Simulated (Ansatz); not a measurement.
ZnS: stiffness from a series of strains

```xyz
2
Lattice="0.0000 2.7046 2.7046 2.7046 0.0000 2.7046 2.7046 2.7046 0.0000" Properties=species:S:1:pos:R:3 pbc="T T T"
Zn    0.0000    0.0000    0.0000
S     4.0570    4.0570    4.0570
```

Atom numbers follow the list: Zn1, S2.

The cell is COD entry 9000107, as deposited and not checked against the literature; nothing was relaxed.

Method: Ansatz 0.2.0, DFT, PBEsol, all-electron LAPW, scalar-relativistic.

Settings: a Γ-centred 8×8×8 k mesh, Fermi–Dirac smearing of 0.01 eV, basis error target 0.25 meV/atom, no spin polarisation.

The strain is applied along the Cartesian axes of the cell as listed (γ is the engineering shear, twice εxy = εyz = εzx). Fractional coordinates are held (clamped ions).

σ is the change of stress from the unstrained cell, which is at -2.17 GPa; tension is positive, so slopes are stress–strain coefficients at that pressure.

Only quantities that a quadratic follows smoothly over the whole series are listed; rougher ones are left out.

```csv
γ,σxy (GPa)
-0.0300,-2.13
-0.0200,-1.38
0.0000,0.00
0.0100,0.64
0.0200,1.26
0.0300,1.85
```

Question: Fit the series and read off the stiffness at zero strain.

Answer: Least-squares fits y = p0 + p1 x + p2 x² to the rows give σxy (GPa): p1 = 66.2, p2 = -150. So C44 (clamped ions) = 66 GPa.

Question: One run, at γ = -0.0100, is withheld. Predict its row.

Answer: The fits give -0.68; the run gave -0.67.
